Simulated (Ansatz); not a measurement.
A crystal relaxed with r2SCAN+rVV10 in the PAW code Ansatz has space group R-3m:H (No. 166) and a = 3.825 Å, c = 19.005 Å.

| atom | site | x | y | z |
| --- | --- | --- | --- | --- |
| Xx | 3a | 0.0000 | 0.0000 | 0.0000 |
| Se | 6c | 0.3333 | 0.6667 | 0.9172 |

The r2SCAN gap is indirect, 0.58 eV (Γ–S₀ (0.45 of the way from Γ) to F), below the direct gap of 0.82 eV at F. The HSE06 gap is indirect, 0.96 eV (Γ–S₀ (0.45 of the way from Γ) to F), below the direct gap of 1.24 eV at F. Meshes: r2SCAN 8×8×8, HSE06 6×6×6.

**Question.** Which element is Xx?
A. Zr
B. Hf
C. Sn
D. Si

**Answer.** C. Xx is Sn: SnSe₂ built on the CdCl2 prototype. Around Sn lie 6 Se at 2.71 Å; around Se lie 3 Sn at 2.71 Å.

Spin-unpolarised throughout. Whether this structure exists isn't addressed.

No spin-orbit coupling is included; it can move band edges with weight on the heavy atoms by tenths of an eV.

Where an edge lies off the special points, it is a point of the mesh or the k point where a search put PBE's edge or least direct gap, reused for the other functionals, whose own edges may lie a little apart.
